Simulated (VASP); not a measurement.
Here is a VASP 6.6.1 calculation.

Contents of INCAR:

```
ALGO = Normal ; EDIFF = 1E-7
EDIFFG = -0.005 ; ENCUT = 600
GGA = PS ; IBRION = 2
ISIF = 3 ; ISMEAR = 0
LASPH = T ; LCHARG = F
LREAL = F ; LWAVE = F
NELM = 80 ; NSW = 90
PREC = Accurate ; SIGMA = 0.03
```

The input KPOINTS:

```
k-points
0
Gamma
  10 10 10
```

The input POSCAR:

```
GaAs                                    
1.0
    0.0000000000      2.8313993253      2.8313993253
    2.8313993253     -0.0000000000      2.8313993253
    2.8313993253      2.8313993253      0.0000000000
  Ga              As            
     1     1
Direct
     0.0000000000000000    0.0000000000000000    0.0000000000000000
     0.2500000000000000    0.2500000000000000    0.2500000000000000
```

Potentials or basis: VASP PAW PBE potentials, release 64 (Ga_d, As).

Run with:

```bash
$ cat potpaw_PBE.64/Ga_d/POTCAR potpaw_PBE.64/As/POTCAR > POTCAR
$ mpirun -np 1 vasp_std > vasp.out
```

(1) Estimate the band gap on the k mesh.

Answers

(1) 0.42 eV, direct.

Caveat: the relaxation stopped at its first step, so nothing moved.
